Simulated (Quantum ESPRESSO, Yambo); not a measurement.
# GaAs (F-43m): changed settings of a GW run in Yambo

What do changed inputs do to GW on GaAs (F-43m)?

Main program and level: Yambo 5.3.0; PBE and many-body steps on it, plane waves.

### 1. Set-up

The structure is cubic, space group F-43m (No. 216). Conventional cell: a = 5.654 Å, b = 5.654 Å, c = 5.654 Å, α = 90.00°, β = 90.00°, γ = 90.00°. Nearest to Ga lie 4 As at 2.45 Å. Nearest to As lie 4 Ga at 2.45 Å. Farther neighbours are not listed.

As a file:

```cif
data_structure
_symmetry_space_group_name_H-M 'P 1'
_symmetry_Int_Tables_number 1
_cell_length_a 3.9978
_cell_length_b 3.9978
_cell_length_c 3.9978
_cell_angle_alpha 60.000
_cell_angle_beta 60.000
_cell_angle_gamma 60.000
_cell_volume 45.18
loop_
_atom_site_label
_atom_site_type_symbol
_atom_site_fract_x
_atom_site_fract_y
_atom_site_fract_z
_atom_site_occupancy
Ga1 Ga 0.00000 0.00000 0.00000 1
As2 As 0.25000 0.25000 0.25000 1
```

The cell and positions come from the Crystallography Open Database and are kept as given unless a step says otherwise.

### 2. Base

This step: Yambo 5.3.0; G0W0 on PBE, plane waves, norm-conserving pseudopotentials.

G0W0 replaces the xc potential by the self-energy, built once from these orbitals. Only a window of levels is corrected, while the sums run over the empty bands that the input names.

File gw2.in:

```
HF_and_locXC
gw0
dyson
ppa
em1d
rim_cut
RandQpts= 1000000
RandGvec= 1 RL
EXXRLvcs= 76 Ry
VXCRLvcs= 304 Ry
Chimod= "HARTREE"
% BndsRnXp
 1 | 132 |
%
NGsBlkXp= 10.5 Ry
% LongDrXp
 1 | 1 | 1 |
%
% GbndRnge
 1 | 132 |
%
DysSolver= "n"
ExtendOut
PPAPntXp= 27.21138 eV
% QPkrange
 1 | 1 | 13 | 16 |
%
```

Started as:

```bash
$ OMP_NUM_THREADS=1 mpirun -n 4 yambo -F gw2.in -J gw2 -C gw2 > gw2.log
```

The program printed:

```text
 Yambo, version 5.3.0

 [02] CORE Variables Setup
 =========================

  [... cell, symmetries and grids as in the set-up ...]

  [02.05] Energies & Occupations
  ==============================

  [X] === General ===
  [X] Electronic Temperature                        :  0.000000  0.000000 [eV K]
  [X] Bosonic    Temperature                        :  0.000000  0.000000 [eV K]
  [X] Finite Temperature mode                       : no
  [X] El. density                                   :  0.61975E+24 [cm-3]
  [X] Fermi Level                                   :  8.808015 [eV]

  [X] === Gaps and Widths ===
  [X] Conduction Band Min                           :  0.513686 [eV]
  [X] Valence Band Max                              :  0.000000 [eV]
  [X] Filled Bands                                  :  14
  [X] Empty Bands                                   :   15  304
  [X] Direct Gap                                    :  0.513686 [eV]
  [X] Direct Gap localized at k                     :  1
  [X] Indirect Gap                                  :  0.513686 [eV]
  [X] Indirect Gap between kpts                     :  1  1
  [X] Last valence band width                       :  3.339526 [eV]
  [X] 1st conduction band width                     :  4.109682 [eV]

 [03] Transferred momenta grid and indexing
 ==========================================

 IBZ Q-points                                      :   8
 BZ  Q-points                                      :   64

 K/Q-points units:
 rlu = crystal or reduced units; cc = cartesian coordinates; iku = interal k-units

 Q [1]          [rlu]:  0.000000  0.000000  0.000000
 Q [2]          [rlu]: -0.91587E-18 -0.91587E-18  0.25000
 Q [3]          [rlu]:  0.18317E-17  0.18317E-17 -0.50000
 Q [4]          [rlu]: -0.26116E-17  0.25000      0.25000
 Q [5]          [rlu]:  0.71282E-16  0.25000      0.50000
 Q [6]          [rlu]:  0.18317E-17  0.25000     -0.25000
 Q [7]          [rlu]:  0.52231E-17 -0.50000     -0.50000
 Q [8]          [rlu]:  0.250000 -0.500000 -0.250000

 [04] Coloumb potential Random Integration (RIM)
 ===============================================

  [04.01] RIM initialization
  ==========================

  * Diagonal components only detected *

  8 x (sBL volume)        :  0.101699 [a.u.]
  sBZ random points       :  1000000
  Points outside the sBZ  :   7987327
  RL volume               :  0.813588 [a.u.]
  Integrated volume       :  0.814879 [a.u.]

  [04.02] RIM integrals
  =====================

  Gamma point sphere radius             :  0.084669 [a.u.]
  Points outside the sphere             :   799513
  [Int_sBZ(q=0) 1/q^2]*(Vol_sBZ)^(-1/3) =:  7.764325
                                 should be <:  7.795600

  Summary of Coulomb integrals for non-metallic bands |Q|[au] RIM/Bare

  Q [1] 0.100000E-4 0.995988 * Q [2] 0.254653 1.066317
  Q [4] 0.294048 1.065091 * Q [6] 0.415847 1.027759
  Q [5] 0.487623 1.020584 * Q [3] 0.509306 1.018268
  Q [7] 0.588096 1.014689 * Q [8] 0.657511 1.011648

 [WARNING] [Xp] User bands 1-132 break level degeneracy

 [05] Dipoles
 ============

  [05.01] Setup: observables and procedures
  =========================================

 [06] Dynamic Dielectric Matrix (PPA)
 ====================================

 [WR./gw2//ndb.pp]---------------------------------------------------------------
  Brillouin Zone Q/K grids (IBZ/BZ)                :    8   64    8   64
  RL vectors                                       :   4279 [WF]
  Coulomb cutoff potential                         : none
  Electronic Temperature                           :  0.000000 [K]
  Bosonic    Temperature                           :  0.000000 [K]
  PPA    diel. fun.  energies                      : Perdew, Burke & Ernzerhof(X)+Perdew, Burke & Ernzerhof(C)
  wavefunctions                                    : Perdew, Burke & Ernzerhof(X)+Perdew, Burke & Ernzerhof(C)
  Global Gauge                                     : length
  X matrix size                                    :  181
  X band range                                     :    1  132
  X e/h energy range                               : -1.000000 -1.000000 [eV]
  X Time ordering                                  : R
  X Hxc Kernel                                     : HARTREE
  X Drude frequency                                :  0.000000  0.000000
  X poles                                          :  100.0000 [o/o]
  RL vectors in the sum                            :   4279
  [r,Vnl] included                                 : yes
  Field direction                                  :  0.577350E-5  0.577350E-5  0.577350E-5
  BZ energy Double Grid                            : no
  BZ energy DbGd points                            : 0
  BZ Q point size factor                           : -1.000000
  X Optical Averaged directions                    : none

 [07] Local Exchange-Correlation + Non-Local Fock
 ================================================

 [VXC] Plane waves :  27317
 [EXS] Plane waves :   3527

 QP @ state[ 1 ] K range:  1  1
 QP @ state[ 1 ] b range:  13  16

 [xc] Functional : Perdew, Burke & Ernzerhof(X)+Perdew, Burke & Ernzerhof(C)
 [xc] LIBXC used to calculate xc functional
  PP Number of Atomic Species                      :  2
  NLCC RL compoments                               :  27317
  PP Number of Atomic Species                      :  2
  NLCC RL compoments                               :  27317

 [xc] E_xc :  -20.08671 [Ha]
      E_xc :  -40.17342 [Ry]

  Local XC kind (lXC) : Perdew, Burke & Ernzerhof(X)+Perdew, Burke & Ernzerhof(C)
  Non-Local XC kind (nlXC) : Hartree-Fock

  Corrections @ K [1] :  [eV]
 <13|nlXC|13> = -15.66126 -0.61454E-18 <13|lXC|13> = -13.35835 -0.42175E-20
 <14|nlXC|14> = -15.66128 -0.20629E-17 <14|lXC|14> = -13.35835 -0.18881E-15
 <15|nlXC|15> = -10.38568  0.62889E-17 <15|lXC|15> = -13.90073  0.20772E-20
 <16|nlXC|16> = -6.912179  0.36225E-17 <16|lXC|16> = -10.84098  0.14161E-15

 [08] Dyson equation: Newton solver
 ==================================

  [08.01] G0W0 (W PPA)
  ====================

  [  GW  ] Bands range     :    1  132
  [GW/PPA] G damping       :  0.100000 [eV]

  QP @ state[ 1 ] K range:  1  1
  QP @ state[ 1 ] b range:  13  16

   Sc/G bands                                       :    1  132
   Sc/G damping                                     :  0.100000 ev
   Sc bands terminator                              : no
   Sx RL components                                 :   3527

   QP @ state[ 1 ] K range                          :  1  1
   QP @ state[ 1 ] b range                          :  13  16
   GF energies kind                                 : Perdew, Burke & Ernzerhof(X)+Perdew, Burke & Ernzerhof(C)
   GF WF`s kind                                     : Perdew, Burke & Ernzerhof(X)+Perdew, Burke & Ernzerhof(C)
   Xs energies kind                                 : Perdew, Burke & Ernzerhof(X)+Perdew, Burke & Ernzerhof(C)
   Xs WF`s kind                                     : Perdew, Burke & Ernzerhof(X)+Perdew, Burke & Ernzerhof(C)

 [11] Game Over & Game summary
```

Wall time 2 min (4 MPI ranks of Arm Neoverse N1, shared host); peak memory 1.6 GiB.

Numbers from this step:

- G0W0 gap on the points computed: 1.119 eV
- starting gap on the mesh: 0.5137 eV
- k of the valence top: 0, 0, 0
- k of the conduction bottom: 0, 0, 0
- least direct G0W0 gap on the computed points: 1.119 eV
- Z at the valence top: 0.7969
- Z at the conduction bottom: 0.7970

The gap on the mesh goes from 0.51 eV to 1.12 eV, a correction of +0.60 eV.

### 3. Field direction

File gw7.in:

```
HF_and_locXC
gw0
dyson
ppa
em1d
rim_cut
RandQpts= 1000000
RandGvec= 1 RL
EXXRLvcs= 76 Ry
VXCRLvcs= 304 Ry
Chimod= "HARTREE"
% BndsRnXp
 1 | 132 |
%
NGsBlkXp= 10.5 Ry
% LongDrXp
 1 | 0 | 0 |
%
% GbndRnge
 1 | 132 |
%
DysSolver= "n"
ExtendOut
PPAPntXp= 27.21138 eV
% QPkrange
 1 | 1 | 13 | 16 |
%
```

Started as:

```bash
$ OMP_NUM_THREADS=1 mpirun -n 4 yambo -F gw7.in -J gw7 -C gw7 > gw7.log
```

The program printed:

```text
 Yambo, version 5.3.0

 [02] CORE Variables Setup
 =========================

  [... cell, symmetries and grids as in the set-up ...]

  [02.05] Energies & Occupations
  ==============================

  [X] === General ===
  [X] Electronic Temperature                        :  0.000000  0.000000 [eV K]
  [X] Bosonic    Temperature                        :  0.000000  0.000000 [eV K]
  [X] Finite Temperature mode                       : no
  [X] El. density                                   :  0.61975E+24 [cm-3]
  [X] Fermi Level                                   :  8.808015 [eV]

  [X] === Gaps and Widths ===
  [X] Conduction Band Min                           :  0.513686 [eV]
  [X] Valence Band Max                              :  0.000000 [eV]
  [X] Filled Bands                                  :  14
  [X] Empty Bands                                   :   15  304
  [X] Direct Gap                                    :  0.513686 [eV]
  [X] Direct Gap localized at k                     :  1
  [X] Indirect Gap                                  :  0.513686 [eV]
  [X] Indirect Gap between kpts                     :  1  1
  [X] Last valence band width                       :  3.339526 [eV]
  [X] 1st conduction band width                     :  4.109682 [eV]

 [03] Transferred momenta grid and indexing
 ==========================================

 IBZ Q-points                                      :   8
 BZ  Q-points                                      :   64

 K/Q-points units:
 rlu = crystal or reduced units; cc = cartesian coordinates; iku = interal k-units

 Q [1]          [rlu]:  0.000000  0.000000  0.000000
 Q [2]          [rlu]: -0.91587E-18 -0.91587E-18  0.25000
 Q [3]          [rlu]:  0.18317E-17  0.18317E-17 -0.50000
[...]
================================================

 [VXC] Plane waves :  27317
 [EXS] Plane waves :   3527

 QP @ state[ 1 ] K range:  1  1
 QP @ state[ 1 ] b range:  13  16

 [xc] Functional : Perdew, Burke & Ernzerhof(X)+Perdew, Burke & Ernzerhof(C)
 [xc] LIBXC used to calculate xc functional
  PP Number of Atomic Species                      :  2
  NLCC RL compoments                               :  27317
  PP Number of Atomic Species                      :  2
  NLCC RL compoments                               :  27317

 [xc] E_xc :  -20.08671 [Ha]
      E_xc :  -40.17342 [Ry]

  Local XC kind (lXC) : Perdew, Burke & Ernzerhof(X)+Perdew, Burke & Ernzerhof(C)
  Non-Local XC kind (nlXC) : Hartree-Fock

  Corrections @ K [1] :  [eV]
 <13|nlXC|13> = -15.66126 -0.61454E-18 <13|lXC|13> = -13.35835 -0.42175E-20
 <14|nlXC|14> = -15.66128 -0.20629E-17 <14|lXC|14> = -13.35835 -0.18881E-15
 <15|nlXC|15> = -10.38568  0.62889E-17 <15|lXC|15> = -13.90073  0.20772E-20
 <16|nlXC|16> = -6.912179  0.36225E-17 <16|lXC|16> = -10.84098  0.14161E-15

 [08] Dyson equation: Newton solver
 ==================================

  [08.01] G0W0 (W PPA)
  ====================

  [  GW  ] Bands range     :    1  132
  [GW/PPA] G damping       :  0.100000 [eV]

  QP @ state[ 1 ] K range:  1  1
  QP @ state[ 1 ] b range:  13  16

   Sc/G bands                                       :    1  132
   Sc/G damping                                     :  0.100000 ev
   Sc bands terminator                              : no
   Sx RL components                                 :   3527

   QP @ state[ 1 ] K range                          :  1  1
   QP @ state[ 1 ] b range                          :  13  16
   GF energies kind                                 : Perdew, Burke & Ernzerhof(X)+Perdew, Burke & Ernzerhof(C)
   GF WF`s kind                                     : Perdew, Burke & Ernzerhof(X)+Perdew, Burke & Ernzerhof(C)
   Xs energies kind                                 : Perdew, Burke & Ernzerhof(X)+Perdew, Burke & Ernzerhof(C)
   Xs WF`s kind                                     : Perdew, Burke & Ernzerhof(X)+Perdew, Burke & Ernzerhof(C)

 [11] Game Over & Game summary
```

Run time: 2.3 min. Hardware: 4 MPI ranks; peak memory 1.6 GiB.

This step gave:

- G0W0 gap on the points computed: 1.119 eV
- starting gap on the mesh: 0.5137 eV
- k of the valence top: 0, 0, 0
- k of the conduction bottom: 0, 0, 0
- least direct G0W0 gap on the computed points: 1.119 eV
- Z at the valence top: 0.7969
- Z at the conduction bottom: 0.7970

Against G0W0 in Yambo (4×4×4 mesh, 132 bands, screening to 142.9 eV, Godby-Needs plasmon pole), the gap moves by −0.0001 eV.

### 4. Cutoff typed in the wrong unit

File gw8.in:

```
HF_and_locXC
gw0
dyson
ppa
em1d
rim_cut
RandQpts= 1000000
RandGvec= 1 RL
EXXRLvcs= 76 Ry
VXCRLvcs= 304 Ry
Chimod= "HARTREE"
% BndsRnXp
 1 | 132 |
%
NGsBlkXp= 10.5 mRy
% LongDrXp
 1 | 1 | 1 |
%
% GbndRnge
 1 | 132 |
%
DysSolver= "n"
ExtendOut
PPAPntXp= 27.21138 eV
% QPkrange
 1 | 1 | 13 | 16 |
%
```

Started as:

```bash
$ OMP_NUM_THREADS=1 mpirun -n 4 yambo -F gw8.in -J gw8 -C gw8 > gw8.log
```

The program printed:

```text
 Yambo, version 5.3.0

 [02] CORE Variables Setup
 =========================

  [... cell, symmetries and grids as in the set-up ...]

  [02.05] Energies & Occupations
  ==============================

  [X] === General ===
  [X] Electronic Temperature                        :  0.000000  0.000000 [eV K]
  [X] Bosonic    Temperature                        :  0.000000  0.000000 [eV K]
  [X] Finite Temperature mode                       : no
  [X] El. density                                   :  0.61975E+24 [cm-3]
  [X] Fermi Level                                   :  8.808015 [eV]

  [X] === Gaps and Widths ===
  [X] Conduction Band Min                           :  0.513686 [eV]
  [X] Valence Band Max                              :  0.000000 [eV]
  [X] Filled Bands                                  :  14
  [X] Empty Bands                                   :   15  304
  [X] Direct Gap                                    :  0.513686 [eV]
  [X] Direct Gap localized at k                     :  1
  [X] Indirect Gap                                  :  0.513686 [eV]
  [X] Indirect Gap between kpts                     :  1  1
  [X] Last valence band width                       :  3.339526 [eV]
  [X] 1st conduction band width                     :  4.109682 [eV]

 [03] Transferred momenta grid and indexing
 ==========================================

 IBZ Q-points                                      :   8
 BZ  Q-points                                      :   64

 K/Q-points units:
 rlu = crystal or reduced units; cc = cartesian coordinates; iku = interal k-units

 Q [1]          [rlu]:  0.000000  0.000000  0.000000
 Q [2]          [rlu]: -0.91587E-18 -0.91587E-18  0.25000
 Q [3]          [rlu]:  0.18317E-17  0.18317E-17 -0.50000
[...]
================================================

 [VXC] Plane waves :  27317
 [EXS] Plane waves :   3527

 QP @ state[ 1 ] K range:  1  1
 QP @ state[ 1 ] b range:  13  16

 [xc] Functional : Perdew, Burke & Ernzerhof(X)+Perdew, Burke & Ernzerhof(C)
 [xc] LIBXC used to calculate xc functional
  PP Number of Atomic Species                      :  2
  NLCC RL compoments                               :  27317
  PP Number of Atomic Species                      :  2
  NLCC RL compoments                               :  27317

 [xc] E_xc :  -20.08671 [Ha]
      E_xc :  -40.17342 [Ry]

  Local XC kind (lXC) : Perdew, Burke & Ernzerhof(X)+Perdew, Burke & Ernzerhof(C)
  Non-Local XC kind (nlXC) : Hartree-Fock

  Corrections @ K [1] :  [eV]
 <13|nlXC|13> = -15.66126 -0.61454E-18 <13|lXC|13> = -13.35835 -0.42175E-20
 <14|nlXC|14> = -15.66128 -0.20629E-17 <14|lXC|14> = -13.35835 -0.18881E-15
 <15|nlXC|15> = -10.38568  0.62889E-17 <15|lXC|15> = -13.90073  0.20772E-20
 <16|nlXC|16> = -6.912179  0.36225E-17 <16|lXC|16> = -10.84098  0.14161E-15

 [08] Dyson equation: Newton solver
 ==================================

  [08.01] G0W0 (W PPA)
  ====================

  [  GW  ] Bands range     :    1  132
  [GW/PPA] G damping       :  0.100000 [eV]

  QP @ state[ 1 ] K range:  1  1
  QP @ state[ 1 ] b range:  13  16

   Sc/G bands                                       :    1  132
   Sc/G damping                                     :  0.100000 ev
   Sc bands terminator                              : no
   Sx RL components                                 :   3527

   QP @ state[ 1 ] K range                          :  1  1
   QP @ state[ 1 ] b range                          :  13  16
   GF energies kind                                 : Perdew, Burke & Ernzerhof(X)+Perdew, Burke & Ernzerhof(C)
   GF WF`s kind                                     : Perdew, Burke & Ernzerhof(X)+Perdew, Burke & Ernzerhof(C)
   Xs energies kind                                 : Perdew, Burke & Ernzerhof(X)+Perdew, Burke & Ernzerhof(C)
   Xs WF`s kind                                     : Perdew, Burke & Ernzerhof(X)+Perdew, Burke & Ernzerhof(C)

 [11] Game Over & Game summary
```

It took 94 s on 4 MPI ranks; peak memory 1.6 GiB.

The run ended normally, though the input holds a fault or crude settings.

The fault put into this input: cutoff typed in the wrong unit. It printed a gap of 1.29 eV, an artefact of the input.

### 5. The runs together

Times are wall times on 4 MPI ranks of Arm Neoverse N1, shared host, good to a factor of about two.

```csv
run,mesh,bands,screening cutoff (eV),DFT gap (eV),gap on the mesh (eV),direct (eV),time
base,4×4×4,132,142.9,0.514,1.119,1.119,2 min
field direction,4×4×4,132,142.9,0.514,1.119,1.119,2.3 min
```

### 6. Summary of results

* base: 1.119 eV
* field direction: 1.119 eV
* known limits: not at the basis limit; exchange with frozen shells missing; no spin-orbit coupling; coarse k mesh

What this shows: Field direction: no change against base (keys changed: LongDrXp). Bands and cutoff are finite, so the gap is not at the basis limit. The miss can reach some tenths of an eV and take either sign; the mesh is an error of its own. In the G0W0 runs levels were corrected at 1 k point alone, so a gap called «on the mesh» is the least over those, and an edge elsewhere would be missed. The 4×4×4 mesh is coarse for this cell, which bears on the long-range parts of exchange and screening. The norm-conserving file of at least one element keeps a d shell over frozen s and p shells of the same row. Exchange with those shells is missing from the self-energy, an error of 0.3 to 0.9 eV in cases checked, whose sign depends on which edge lies on those atoms. The many-body steps are scalar-relativistic: spin-orbit coupling is not in them.

[Paths, hosts, dates, memory and timing lines, banners, echoed tables and standing remarks are left out of the program output.]

[Logs are printed without paths, hosts, clocks, repeated set-up lines and the standing remarks that a program may print on its own settings, such as how far it seeks lower states.]

[Runs of the session that timed out or met a known fault of the program may be left out.]

[Hosts, paths, dates, database ids (printed as entryN), source tags and the programs' standing remarks are cut or masked in the printed files.]
